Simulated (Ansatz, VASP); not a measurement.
# Two plane-wave programs on SnH5

INCAR

```
ALGO     = Normal         # electronic algorithm
EDIFF    = 1E-6           # SCF threshold, eV
ENCUT    = 520            # plane-wave cutoff, eV
GGA      = PE             # functional
ISIF     = 2              # what is computed and relaxed
ISMEAR   = 0              # smearing method
LASPH    = True           # aspherical terms in the spheres
LCHARG   = True           # write CHGCAR
LELF     = True           # ELF
LREAL    = False          # projectors in reciprocal space
LVHAR    = True         
LWAVE    = False          # write WAVECAR
NBANDS   = 18             # bands
NELM     = 60             # most SCF steps
PREC     = Accurate       # precision mode
SIGMA    = 0.1            # smearing width, eV
```

File KPOINTS:

```
k-points
0
Gamma
  6 6 4
```

File POSCAR:

```
SnH5
1.0
    3.8909350100      0.0000000000      0.0000000000
   -1.9454675100      3.3696485600      0.0000000000
    0.0000000000      0.0000000000      5.2817527400
Sn H
1 5
Direct
    0.0000000000      0.0000000000      0.5000000000
    0.6666666700      0.3333333300      0.7959949400
    0.0000000000      0.0000000000      0.0000000000
    0.6666666700      0.3333333300      0.2040050600
    0.3333333300      0.6666666700      0.2040050600
    0.3333333300      0.6666666700      0.7959949400
```

Input for Ansatz:

```yaml
crystal:
  lattice:
    - [3.89093501, 0.0, 0.0]
    - [-1.94546751, 3.36964856, 0.0]
    - [0.0, 0.0, 5.28175274]
  atoms:
    - { symbol: Sn, position: [0.0, 0.0, 0.5] }
    - { symbol: H, position: [0.66666667, 0.33333333, 0.79599494] }
    - { symbol: H, position: [0.0, 0.0, 0.0] }
    - { symbol: H, position: [0.66666667, 0.33333333, 0.20400506] }
    - { symbol: H, position: [0.33333333, 0.66666667, 0.20400506] }
    - { symbol: H, position: [0.33333333, 0.66666667, 0.79599494] }
basis:
  ecutwfc: 420
kpoints:
  mp_grid: { grid: [6, 6, 4] }
hamiltonian:
  xc: pbe
scf:
  occupations: { method: gaussian, width: 0.1 }
  lower_state_search: "off"
output:
  forces: true
  stress: true
  eigenvalues: true
```

Change from the starting cell: species swapped into the BaSn5 type (P6/mmm, No. 191).

Alike in both runs: task single point; functional PBE; k mesh 6 × 6 × 4; occupations gaussian, width 0.1 eV; no spin polarisation.

|  | VASP | Ansatz |
| --- | --- | --- |
| version | VASP 6.6.1 | Ansatz 0.2.0 |
| potentials or method | VASP PAW PBE potentials, release 64 (Sn_d, H) | scalar-relativistic, plane waves, PAW |
| plane-wave cutoff (eV) | 520 | 420 |
| valence electrons in the cell | 19 | 19 |

|  | VASP | Ansatz | Ansatz less VASP |
| --- | --- | --- | --- |
| gap on the k mesh at the Fermi level (eV) | none | none | - |
| pressure (GPa) | -12.3 | -12.2 | +0.12 |
| largest component of the traceless stress (GPa) | 3.11 | 3.12 | +0.006 |
| rms of the force components (eV/Å) | 0.035 | 0.035 | -0.0004 |

Atom by atom the forces differ by 0.000 eV/Å (rms over components). A gap of «none» marks a metal or a gap that the smearing closes.
